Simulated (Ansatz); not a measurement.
All numbers below come from Ansatz, DFT PBE, scalar-relativistic, plane waves, PAW. All cells share a 420 eV cutoff and Γ-centred k meshes spaced at most about 0.3 Å⁻¹ (about 0.25 or finer for metals, 2π included). No spin polarisation.

These are static total energies at zero pressure.

Compare these two cells of GaH, each relaxed at this level.

1.

```yaml
crystal:
  lattice:
    - [2.78534, 0.00000, 0.00000]
    - [-1.39267, 2.41217, 0.00000]
    - [0.00000, 0.00000, 3.53818]
  atoms:
    - { symbol: Ga, position: [0.00000, 0.00000, 0.00000] }
    - { symbol: H, position: [0.00000, 0.00000, 0.50000] }
```

2.

```yaml
crystal:
  lattice:
    - [2.60547, 0.00000, 0.00000]
    - [0.00000, 3.89518, 0.00000]
    - [-1.34180, 0.00000, 5.05736]
  atoms:
    - { symbol: Ga, position: [0.61658, 0.75000, 0.22671] }
    - { symbol: Ga, position: [0.38342, 0.25000, 0.77329] }
    - { symbol: H, position: [0.42993, 0.75000, 0.86147] }
    - { symbol: H, position: [0.57007, 0.25000, 0.13853] }
```

Question: Which would you expect to be lower, and how large is the difference?

Answer: Cell 1 is lower, by 66 meV/atom. Cell 1 has space group P6/mmm (No. 191), 11.9 Å³/atom and no gap on its mesh; cell 2 has space group P2_1/m (No. 11), 12.8 Å³/atom and no gap. Counting H atoms around Ga (those within 1.25 times the shortest such distance or 1.15 times the sum of covalent radii), cell 1 has Ga 2 and cell 2 has Ga 3. Even the lower one lies +0.21 eV/atom against the reference forms of the elements (uncorrected), so neither is stable at this level. In cell 1, Ga has 2 H at 1.77 Å; H is surrounded by 2 Ga at 1.77 Å. In cell 2, around Ga lie 1 H at 1.85 Å and 2 H at 2.00 Å; H is surrounded by 1 Ga at 1.85 Å and 2 Ga at 2.00 Å. Both come from invented guesses.

Weakly bound directions are ill-defined at this level, which has no dispersion term (P2_1/m), and this can change margins and order among such cells. With hydrogen, zero-point motion can shift such differences by 10 meV/atom or more. Cells relaxed within their symmetry can be saddle points.
